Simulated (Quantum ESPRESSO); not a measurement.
# TaN (Fm-3m) in Quantum ESPRESSO: further runs, part 2 of 2

Quantum ESPRESSO 7.5.

**3. Phonons, PBE**

The input, pw.in:

```
&CONTROL
  calculation = 'scf'
  prefix = 'pwscf'
  outdir = './tmp'
  pseudo_dir = './pseudo'
  tprnfor = .true.
  tstress = .true.
  disk_io = 'low'
/
&SYSTEM
  ibrav = 0
  A = 3.12728298
  nat = 2
  ntyp = 2
  ecutwfc = 56
  ecutrho = 448
  nbnd = 15
  occupations = 'smearing'
  smearing = 'mv'
  degauss = 0.01469973
/
&ELECTRONS
  conv_thr = 4d-10
  electron_maxstep = 120
  mixing_beta = 0.5
/
ATOMIC_SPECIES
Ta   180.9479 ta_pbe_v1.uspp.F.UPF
N     14.0070 n_pbe_v1.2.uspp.F.UPF
CELL_PARAMETERS alat
   0.0000000000    0.7071067806    0.7071067806
   0.7071067806    0.0000000000    0.7071067806
   0.7071067806    0.7071067806    0.0000000000
ATOMIC_POSITIONS alat
Ta     0.7071067806    0.7071067806    0.7071067806
N      0.0000000000    0.0000000000    0.0000000000
K_POINTS automatic
10 10 10 0 0 0
```

The input, relax.in:

```
&CONTROL
  calculation = 'vc-relax'
  prefix = 'pwscf'
  outdir = './tmp'
  pseudo_dir = './pseudo'
  tprnfor = .true.
  tstress = .true.
  disk_io = 'low'
  nstep = 40
  forc_conv_thr = 0.0001
  etot_conv_thr = 1d-06
/
&SYSTEM
  ibrav = 0
  A = 3.12728298
  nat = 2
  ntyp = 2
  ecutwfc = 56
  ecutrho = 448
  nbnd = 15
  occupations = 'smearing'
  smearing = 'mv'
  degauss = 0.01469973
/
&ELECTRONS
  conv_thr = 4d-10
  electron_maxstep = 120
  mixing_beta = 0.5
/
&IONS
  ion_dynamics = 'bfgs'
/
&CELL
  cell_dynamics = 'bfgs'
  press = 0
  press_conv_thr = 0.2
/
ATOMIC_SPECIES
Ta   180.9479 ta_pbe_v1.uspp.F.UPF
N     14.0070 n_pbe_v1.2.uspp.F.UPF
CELL_PARAMETERS alat
   0.0000000000    0.7071067806    0.7071067806
   0.7071067806    0.0000000000    0.7071067806
   0.7071067806    0.7071067806    0.0000000000
ATOMIC_POSITIONS alat
Ta     0.7071067806    0.7071067806    0.7071067806
N      0.0000000000    0.0000000000    0.0000000000
K_POINTS automatic
10 10 10 0 0 0
```

The input, scf2.in:

```
&CONTROL
  calculation = 'scf'
  prefix = 'pwscf'
  outdir = './tmp'
  pseudo_dir = './pseudo'
  tprnfor = .true.
  tstress = .true.
  disk_io = 'low'
/
&SYSTEM
  ibrav = 0
  A = 3.12285115
  nat = 2
  ntyp = 2
  ecutwfc = 56
  ecutrho = 448
  nbnd = 15
  occupations = 'smearing'
  smearing = 'mv'
  degauss = 0.01469973
/
&ELECTRONS
  conv_thr = 1d-13
  electron_maxstep = 120
  mixing_beta = 0.5
  startingpot = 'file'
  startingwfc = 'file'
/
ATOMIC_SPECIES
Ta   180.9479 ta_pbe_v1.uspp.F.UPF
N     14.0070 n_pbe_v1.2.uspp.F.UPF
CELL_PARAMETERS alat
   0.0000000000    0.7071067803    0.7071067803
   0.7071067803    0.0000000000    0.7071067803
   0.7071067803    0.7071067803    0.0000000000
ATOMIC_POSITIONS alat
Ta     0.7071067803    0.7071067803    0.7071067803
N      0.0000000000    0.0000000000    0.0000000000
K_POINTS automatic
10 10 10 0 0 0
```

The input, ph.in:

```
phonons of TaN
&INPUTPH
  prefix = 'pwscf'
  outdir = './tmp'
  tr2_ph = 1d-18
  fildyn = 'dyn'
  niter_ph = 90
  alpha_mix(1) = 0.4
/
0.3535533906 0.3535533906 0.3535533906
```

Potentials or basis: GBRV 1.5 PBE.

On the command line:

```bash
$ OMP_NUM_THREADS=1 mpirun -n 4 pw.x -nk 4 -in pw.in > pw.out
$ OMP_NUM_THREADS=1 mpirun -n 4 pw.x -nk 4 -in relax.in > relax.out
$ OMP_NUM_THREADS=1 mpirun -n 4 pw.x -nk 4 -in scf2.in > scf2.out
$ OMP_NUM_THREADS=1 mpirun -n 4 ph.x -nk 4 -in ph.in > ph.out
```

pw.out:

```text
This program is part of the open-source Quantum ESPRESSO suite
     for quantum simulation of materials; please cite
         "P. Giannozzi et al., J. Phys.:Condens. Matter 21 395502 (2009);
         "P. Giannozzi et al., J. Phys.:Condens. Matter 29 465901 (2017);
         "P. Giannozzi et al., J. Chem. Phys. 152 154105 (2020);
     in publications or presentations arising from this work. More details at

     Message from routine setup:
     using ibrav=0 with symmetry is DISCOURAGED, use correct ibrav instead

     K-points division:     npool     =       4
     Subspace diagonalization in iterative solution of the eigenvalue problem:
     a serial algorithm will be used

     G-vector sticks info
     --------------------
     sticks:   dense  smooth     PW     G-vecs:    dense   smooth      PW
     Sum        1069     547    163                23409     8363    1459

     Using Slab Decomposition

     bravais-lattice index     =            0
     lattice parameter (alat)  =       5.9097  a.u.
     unit-cell volume          =     145.9430 (a.u.)^3
     number of atoms/cell      =            2
     number of atomic types    =            2
     number of electrons       =        18.00
     number of Kohn-Sham states=           15
     kinetic-energy cutoff     =      56.0000  Ry
     charge density cutoff     =     448.0000  Ry
     scf convergence threshold =      4.0E-10
     mixing beta               =       0.5000
     number of iterations used =            8  plain     mixing
     Exchange-correlation= SLA  PW   PBE  PBE
[... 114 lines left out ...]

     Self-consistent Calculation

     iteration #  1     ecut=    56.00 Ry     beta= 0.50
     Davidson diagonalization with overlap
     ethr =  1.00E-02,  avg # of iterations =  2.8

     negative rho (up, down):  9.693E-02 0.000E+00
[... 76 lines left out ...]
     iteration # 10     ecut=    56.00 Ry     beta= 0.50
     Davidson diagonalization with overlap
     ethr =  6.11E-11,  avg # of iterations =  1.3

     negative rho (up, down):  1.002E-01 0.000E+00

     End of self-consistent calculation

          k = 0.0000 0.0000 0.0000 (  1037 PWs)   bands (ev):

   -48.2656 -14.4885 -14.4885 -14.4885   2.6074  17.5166  17.5166  17.5166
    19.2523  19.2523  19.2523  21.3750  21.3750  22.6992  30.4620

          k = 0.0707 0.0707-0.0707 (  1007 PWs)   bands (ev):
[... 146 lines left out ...]
   -48.1972 -15.1692 -14.7553 -14.7553   3.8477  14.6886  15.9582  16.6984
    16.6984  23.3795  24.7678  24.7678  25.6866  27.9261  30.0523

          k = 0.2828 0.1414 0.0000 (  1024 PWs)   bands (ev):

   -48.2377 -14.8454 -14.6124 -14.5398   3.8221  13.5627  15.4337  15.8081
    19.0331  21.7268  22.1099  22.7172  24.6679  27.4342  34.0688

          k = 0.3536 0.2121-0.0707 (  1032 PWs)   bands (ev):
[... 71 lines left out ...]
   -48.1971 -15.0289 -14.9010 -14.7761   4.4159  14.1696  14.5558  14.6862
    20.0154  22.2120  24.7789  25.0458  25.8681  30.4609  32.0519

     the Fermi energy is    21.3278 ev

!    total energy              =    -162.14903861 Ry
     estimated scf accuracy    <          2.2E-10 Ry
     smearing contrib. (-TS)   =       0.00000529 Ry
     internal energy E=F+TS    =    -162.14904390 Ry

     The total energy is F=E-TS. E is the sum of the following terms:
     one-electron contribution =      -5.80092211 Ry
     hartree contribution      =      14.80261005 Ry
     xc contribution           =     -47.77442885 Ry
     ewald contribution        =    -123.37630299 Ry

     convergence has been achieved in  10 iterations

     negative rho (up, down):  1.002E-01 0.000E+00

     Forces acting on atoms (cartesian axes, Ry/au):

     atom    1 type  1   force =    -0.00000000   -0.00000000    0.00000000
     atom    2 type  2   force =     0.00000000    0.00000000   -0.00000000

     Total force =     0.000000     Total SCF correction =     0.000000

     Computing stress (Cartesian axis) and pressure

     negative rho (up, down):  1.002E-01 0.000E+00
          total   stress  (Ry/bohr**3)                   (kbar)     P=      -13.92
  -0.00009466  -0.00000000  -0.00000000          -13.92       -0.00       -0.00
  -0.00000000  -0.00009466   0.00000000           -0.00      -13.92        0.00
   0.00000000   0.00000000  -0.00009466            0.00        0.00      -13.92

=------------------------------------------------------------------------------=
   JOB DONE.
=------------------------------------------------------------------------------=
```

scf2.out:

```text
This program is part of the open-source Quantum ESPRESSO suite
     for quantum simulation of materials; please cite
         "P. Giannozzi et al., J. Phys.:Condens. Matter 21 395502 (2009);
         "P. Giannozzi et al., J. Phys.:Condens. Matter 29 465901 (2017);
         "P. Giannozzi et al., J. Chem. Phys. 152 154105 (2020);
[... 440 lines left out ...]
   0.00000000   0.00000013   0.00000000            0.00        0.02        0.00
   0.00000000   0.00000000   0.00000013            0.00        0.00        0.02

=------------------------------------------------------------------------------=
   JOB DONE.
=------------------------------------------------------------------------------=
```

It took 2.2 min on 4 MPI ranks of Intel Xeon Platinum 8488C (Sapphire Rapids), shared host; peak memory 0.4 GiB.

What came out:

| Quantity | Value |
| --- | --- |
| Free energy | -2206.1504 eV |
| Relaxed volume | 10.77 Å³/atom |
| Relaxed cell | a = 3.123 Å, b = 3.123 Å, c = 3.123 Å, α = 60.00°, β = 60.00°, γ = 60.00° |
| Space group after relaxing (to 0.05 Å) | Fm-3m (No. 225) |
| Pressure after relaxing | 0.0 GPa |
| Band gap on the k mesh | none (metal or under the smearing width) |
| Highest phonon frequency at the q point run | 567 cm⁻¹ |

Step by step:
| step | energy change (eV) | largest force (eV/Å) | pressure (GPa) | volume (Å³) |
| --- | --- | --- | --- | --- |
| 1 | 0.0000 | 0.0000 | -1.39 | 21.63 |
| 2 | -0.0002 | 0.0000 | 0.96 | 21.47 |
| 3 | -0.0004 | 0.0000 | -0.01 | 21.54 |
| 4 | -0.0004 | 0.0000 | 0.01 | 21.53 |

Final structure:
```
Ta N
1.0
     0.00000    2.20819    2.20819
     2.20819    0.00000    2.20819
     2.20819    2.20819    0.00000
Ta N
1 1
Direct
  0.50000 0.50000 0.50000
  0.00000 0.00000 0.00000
```

Levels at points of the mesh, in eV from the Fermi level:
```
             k point  band 6  band 7  band 8  band 9  band 10  band 11  band 12  band 13
  (0.00, 0.00, 0.00)   -3.82   -3.82   -3.82   -2.09    -2.09    -2.09     0.05     0.05
 (0.00, 0.00, -0.50)  -10.29   -7.51   -7.51    1.85     1.85     1.94     3.71     7.39
(0.00, -0.50, -0.50)   -6.65   -5.40   -4.64   -4.64     2.07     3.46     3.46     4.40
```

Phonon frequencies in cm⁻¹ (negative: imaginary):
| q point | frequencies |
| --- | --- |
| (0.500, 0.500, 0.500) | 102 102 120 498 567 567 |

Phonon modes at q = (0.500, 0.500, 0.500) in reciprocal lattice units:
```csv
mode,symmetry,cm⁻¹
1,E_g,102
2,E_g,102
3,A_1g,120
4,A_2u,498
5,E_u,567
6,E_u,567
```

**4. Phonons, PBE**

pw.in is that of step 3.

relax.in is that of step 3.

Changes to scf2.in since step 3:

```diff
@@ -32,7 +32,7 @@
 CELL_PARAMETERS alat
-   0.0000000000    0.7071067803    0.7071067803
-   0.7071067803    0.0000000000    0.7071067803
-   0.7071067803    0.7071067803    0.0000000000
+   0.0000000000    0.7071067804    0.7071067804
+   0.7071067804    0.0000000000    0.7071067804
+   0.7071067804    0.7071067804    0.0000000000
 ATOMIC_POSITIONS alat
-Ta     0.7071067803    0.7071067803    0.7071067803
+Ta     0.7071067804    0.7071067804    0.7071067804
 N      0.0000000000    0.0000000000    0.0000000000
```

Changes to ph.in since step 3:

```diff
@@ -9,2 +9,2 @@
 /
-0.3535533906 0.3535533906 0.3535533906
+0.1767766953 0.7071067812 0.1767766953
```

Potentials or basis: GBRV 1.5 PBE.

On the command line:

```bash
$ OMP_NUM_THREADS=1 mpirun -n 4 pw.x -nk 4 -in pw.in > pw.out
$ OMP_NUM_THREADS=1 mpirun -n 4 pw.x -nk 4 -in relax.in > relax.out
$ OMP_NUM_THREADS=1 mpirun -n 4 pw.x -nk 4 -in scf2.in > scf2.out
$ OMP_NUM_THREADS=1 mpirun -n 4 ph.x -nk 4 -in ph.in > ph.out
```

pw.out:

```text
This program is part of the open-source Quantum ESPRESSO suite
     for quantum simulation of materials; please cite
[... 6 lines left out ...]
     using ibrav=0 with symmetry is DISCOURAGED, use correct ibrav instead

     K-points division:     npool     =       4
     Subspace diagonalization in iterative solution of the eigenvalue problem:
     a serial algorithm will be used

     G-vector sticks info
     --------------------
     sticks:   dense  smooth     PW     G-vecs:    dense   smooth      PW
     Sum        1069     547    163                23409     8363    1459

     Using Slab Decomposition

     bravais-lattice index     =            0
     lattice parameter (alat)  =       5.9097  a.u.
     unit-cell volume          =     145.9430 (a.u.)^3
     number of atoms/cell      =            2
     number of atomic types    =            2
     number of electrons       =        18.00
     number of Kohn-Sham states=           15
     kinetic-energy cutoff     =      56.0000  Ry
     charge density cutoff     =     448.0000  Ry
     scf convergence threshold =      4.0E-10
     mixing beta               =       0.5000
     number of iterations used =            8  plain     mixing
     Exchange-correlation= SLA  PW   PBE  PBE
                           (   1   4   3   4   0   0   0)

     celldm(1)=   5.909708  celldm(2)=   0.000000  celldm(3)=   0.000000
     celldm(4)=   0.000000  celldm(5)=   0.000000  celldm(6)=   0.000000

[... 8 lines left out ...]
               b(3) = (  0.707107  0.707107 -0.707107 )

     PseudoPot. # 1 for Ta read from file:
     ta_pbe_v1.uspp.F.UPF
     Pseudo is Ultrasoft + core correction, Zval = 13.0
     Generated by new atomic code, or converted to UPF format
     Using radial grid of  921 points,  7 beta functions with:
                l(1) =   0
                l(2) =   0
                l(3) =   1
                l(4) =   1
                l(5) =   2
                l(6) =   2
                l(7) =   3
     Q(r) pseudized with  6 coefficients,  rinner =    1.300   1.300   1.300
                                                       1.300   1.300   1.300
                                                       1.300

     PseudoPot. # 2 for N  read from file:
     n_pbe_v1.2.uspp.F.UPF
     Pseudo is Ultrasoft + core correction, Zval =  5.0
     Generated by new atomic code, or converted to UPF format
     Using radial grid of  729 points,  4 beta functions with:
                l(1) =   0
                l(2) =   0
                l(3) =   1
                l(4) =   1
     Q(r) pseudized with  8 coefficients,  rinner =    0.900   0.900   0.900

     atomic species   valence    mass     pseudopotential
     Ta               13.00   180.94790     Ta( 1.00)
     N                 5.00    14.00700     N ( 1.00)

     48 Sym. Ops., with inversion, found

   Cartesian axes

     site n.     atom                  positions (alat units)
         1        Ta     tau(   1) = (   0.7071068   0.7071068   0.7071068  )
         2        N      tau(   2) = (   0.0000000   0.0000000   0.0000000  )

     number of k points=    47  Marzari-Vanderbilt smearing, width (Ry)=  0.0147
                       cart. coord. in units 2pi/alat
        k(    1) = (   0.0000000   0.0000000   0.0000000), wk =   0.0020000
        k(    2) = (   0.0707107   0.0707107  -0.0707107), wk =   0.0160000
        k(    3) = (   0.1414214   0.1414214  -0.1414214), wk =   0.0160000
        k(    4) = (   0.2121320   0.2121320  -0.2121320), wk =   0.0160000
        k(    5) = (   0.2828427   0.2828427  -0.2828427), wk =   0.0160000
        k(    6) = (  -0.3535534  -0.3535534   0.3535534), wk =   0.0080000
[... 39 lines left out ...]
        k(   46) = (  -0.0707107  -0.3535534   0.6363961), wk =   0.0480000
        k(   47) = (  -0.7071068   0.2828427   0.0000000), wk =   0.0240000

     Dense  grid:    23409 G-vectors     FFT dimensions: (  40,  40,  40)

     Smooth grid:     8363 G-vectors     FFT dimensions: (  30,  30,  30)

     Initial potential from superposition of free atoms

     starting charge      17.9989, renormalised to      18.0000

     negative rho (up, down):  9.455E-02 0.000E+00
     Starting wfcs are   17 randomized atomic wfcs

     Self-consistent Calculation

     iteration #  1     ecut=    56.00 Ry     beta= 0.50
     Davidson diagonalization with overlap
     ethr =  1.00E-02,  avg # of iterations =  2.8

     negative rho (up, down):  9.693E-02 0.000E+00
[... 76 lines left out ...]
     iteration # 10     ecut=    56.00 Ry     beta= 0.50
     Davidson diagonalization with overlap
     ethr =  6.11E-11,  avg # of iterations =  1.3

     negative rho (up, down):  1.002E-01 0.000E+00

     End of self-consistent calculation

          k = 0.0000 0.0000 0.0000 (  1037 PWs)   bands (ev):

   -48.2656 -14.4885 -14.4885 -14.4885   2.6074  17.5166  17.5166  17.5166
    19.2523  19.2523  19.2523  21.3750  21.3750  22.6992  30.4620

          k = 0.0707 0.0707-0.0707 (  1007 PWs)   bands (ev):
[... 146 lines left out ...]
   -48.1972 -15.1692 -14.7553 -14.7553   3.8477  14.6886  15.9582  16.6984
    16.6984  23.3795  24.7678  24.7678  25.6866  27.9261  30.0523

          k = 0.2828 0.1414 0.0000 (  1024 PWs)   bands (ev):

   -48.2377 -14.8454 -14.6124 -14.5398   3.8221  13.5627  15.4337  15.8081
    19.0331  21.7268  22.1099  22.7172  24.6679  27.4342  34.0688

          k = 0.3536 0.2121-0.0707 (  1032 PWs)   bands (ev):
[... 71 lines left out ...]
   -48.1971 -15.0289 -14.9010 -14.7761   4.4159  14.1696  14.5558  14.6862
    20.0154  22.2120  24.7789  25.0458  25.8681  30.4609  32.0519

     the Fermi energy is    21.3278 ev

!    total energy              =    -162.14903861 Ry
     estimated scf accuracy    <          2.2E-10 Ry
     smearing contrib. (-TS)   =       0.00000529 Ry
     internal energy E=F+TS    =    -162.14904390 Ry

     The total energy is F=E-TS. E is the sum of the following terms:
     one-electron contribution =      -5.80092211 Ry
     hartree contribution      =      14.80261005 Ry
     xc contribution           =     -47.77442885 Ry
     ewald contribution        =    -123.37630299 Ry

     convergence has been achieved in  10 iterations

     negative rho (up, down):  1.002E-01 0.000E+00

     Forces acting on atoms (cartesian axes, Ry/au):

     atom    1 type  1   force =    -0.00000000    0.00000000    0.00000000
     atom    2 type  2   force =    -0.00000000   -0.00000000    0.00000000

     Total force =     0.000000     Total SCF correction =     0.000000

     Computing stress (Cartesian axis) and pressure

     negative rho (up, down):  1.002E-01 0.000E+00
          total   stress  (Ry/bohr**3)                   (kbar)     P=      -13.92
  -0.00009466   0.00000000   0.00000000          -13.92        0.00        0.00
   0.00000000  -0.00009466   0.00000000            0.00      -13.92        0.00
   0.00000000   0.00000000  -0.00009466            0.00        0.00      -13.92

=------------------------------------------------------------------------------=
   JOB DONE.
=------------------------------------------------------------------------------=
```

Wall time 5.7 min (4 MPI ranks of Intel Xeon Platinum 8488C (Sapphire Rapids), shared host); peak memory 0.4 GiB.

Results:

| Quantity | Value |
| --- | --- |
| Free energy | -2206.1504 eV |
| Relaxed volume | 10.77 Å³/atom |
| Relaxed cell | a = 3.123 Å, b = 3.123 Å, c = 3.123 Å, α = 60.00°, β = 60.00°, γ = 60.00° |
| Space group after relaxing (to 0.05 Å) | Fm-3m (No. 225) |
| Pressure after relaxing | 0.0 GPa |
| Band gap on the k mesh | none (metal or under the smearing width) |
| Highest phonon frequency at the q point run | 527 cm⁻¹ |
| Most unstable mode | 228i cm⁻¹ |

Step by step:
```
step  energy change (eV)  largest force (eV/Å)  pressure (GPa)  volume (Å³)
   1              0.0000                0.0000           -1.39        21.63
   2             -0.0002                0.0000            0.96        21.47
   3             -0.0004                0.0000           -0.01        21.54
   4             -0.0004                0.0000            0.01        21.53
```

Final structure:
```yaml
crystal:
  lattice:
    - [0.00000, 2.20819, 2.20819]
    - [2.20819, 0.00000, 2.20819]
    - [2.20819, 2.20819, 0.00000]
  atoms:
    - { symbol: Ta, position: [0.50000, 0.50000, 0.50000] }
    - { symbol: N, position: [0.00000, 0.00000, 0.00000] }
```

Phonon frequencies in cm⁻¹ (negative: imaginary):
| q point | frequencies |
| --- | --- |
| (0.625, 0.250, 0.625) | -228 35 81 410 515 527 |

Phonon modes at q = (0.625, 0.250, 0.625) in reciprocal lattice units:
| mode | symmetry | cm⁻¹ |
| --- | --- | --- |
| 1 | B_2 | -228 |
| 2 | B_1 | 35 |
| 3 | A_1 | 81 |
| 4 | B_2 | 410 |
| 5 | A_1 | 515 |
| 6 | B_1 | 527 |

Caveat: some modes are imaginary; the q point doesn't lie on the k mesh, which can shift a metal's frequencies strongly unless the mesh is converged. Spin-orbit coupling is left out, which matters for the levels of Ta.
